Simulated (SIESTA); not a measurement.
**InAs under changes of volume**

One of the cells (28.039 Å³/atom); the others are scaled copies at fixed shape and fractional positions:

```xyz
2
Lattice="0.0000 3.0380 3.0380 3.0380 0.0000 3.0380 3.0380 3.0380 0.0000" Properties=species:S:1:pos:R:3 pbc="T T T"
In    0.0000    0.0000    0.0000
As    4.5570    4.5570    4.5570
```

| Item | Value |
| --- | --- |
| Program | SIESTA 5.4.2 |
| Functional | PBE |
| Potentials or basis | PseudoDojo 0.4 standard (PBE files) |
| Basis | DZP (energy shift 0.003 Ry; two zetas on semicore shells) |
| Grid cutoff | 500 Ry |
| Energy shift | 0.003 Ry |
| k mesh | 8 × 8 × 8 |
| Occupations | fermi-dirac, width 0.05 eV |
| Spin | no spin polarisation |

```tsv
volume (Å³/atom)	energy over the lowest point (meV/atom)	pressure (GPa)
25.840	?	?
26.389	66.46	7.5
26.939	43.63	5.8
28.039	13.20	3.1
28.588	4.62	1.9
29.138	0.00	0.8
```

Q: What does the run at 25.840 Å³/atom give?

A: Energy over the lowest point 95.38 meV/atom; pressure 9.4 GPa.

Worked out: A Birch-Murnaghan fit of order 3 (a polynomial in V^(-2/3)) to the other rows has its minimum at 29.59 Å³/atom, just outside them, with B0 = V·E''(V) = 52 GPa and B' = 4.1. It gives 94.97 meV/atom at 25.840 Å³/atom, against the run's 95.38, and -dE/dV = 9.2 GPa, against 9.4.

Energies are extrapolated to zero smearing.

Caveats: the basis of atomic orbitals isn't converged, which shifts pressures, moduli and gaps.
